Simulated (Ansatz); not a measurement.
Write the native input for Ansatz 0.2.0 that does the following.

```
Task                                : band structure
Functional                          : PBE
Potentials or basis                 : Ansatz PAW
Cutoff                              : 420 eV (not typed: the program's choice for these potentials)
k mesh                              : 7 × 7 × 7
Occupations                         : fermi-dirac, width 0.05 eV
Spin                                : spin-orbit coupling, no magnetisation
Path                                : [["G", "X", "W", "K", "G", "L", "U", "W", "L", "K"], ["U", "X"]]
Points for each segment of the path : 14
```

BAs:

```
As B
1.0
     0.00000    2.38850    2.38850
     2.38850    0.00000    2.38850
     2.38850    2.38850    0.00000
As B
1 1
Direct
  0.75000 0.75000 0.75000
  0.00000 0.00000 0.00000
```

One way to write it, as run:

input.yaml

```yaml
crystal:
  lattice:
    - [0.0, 2.3885, 2.3885]
    - [2.3885, 0.0, 2.3885]
    - [2.3885, 2.3885, 0.0]
  atoms:
    - { symbol: As, position: [0.75, 0.75, 0.75] }
    - { symbol: B, position: [0.0, 0.0, 0.0] }
hamiltonian:
  xc: pbe
  pseudopotentials: { kind: paw_fr }
magnetization:
  noncollinear: true
  spin_orbit: true
kpoints:
  mp_grid: { grid: [7, 7, 7] }
  band_path:
    path:
      - [[0.0, 0.0, 0.0], [0.5, 0.0, 0.5], [0.5, 0.25, 0.75], [0.375, 0.375, 0.75], [0.0, 0.0, 0.0], [0.5, 0.5, 0.5], [0.625, 0.25, 0.625], [0.5, 0.25, 0.75], [0.5, 0.5, 0.5], [0.375, 0.375, 0.75]]
      - [[0.625, 0.25, 0.625], [0.5, 0.0, 0.5]]
    npoints: 14
scf:
  occupations: { method: fermi_dirac, width: 0.05 }
  n_extra_bands: 6
output:
  forces: true
  stress: true
  eigenvalues: true
  fatbands: false
```

Potentials or basis: Ansatz PAW.

The run is started by

```sh
$ ansatz run input.yaml --threads 2 --pin off --max-ram 5632MiB --backend cpu --events-out ev --progress --plain --runs-dir out
```

It gave:

The pressure is 2.8 GPa. The band gap on the k mesh is 1.14 eV, indirect (least direct gap 3.07 eV) and the band gap along the path is 1.12 eV, indirect (least direct gap 3.07 eV).

Run time: 6.3 s on 2 threads of Intel(R) Xeon(R) Processor @ 2.70GHz, with other jobs on the host, peak memory 0.39 GiB.
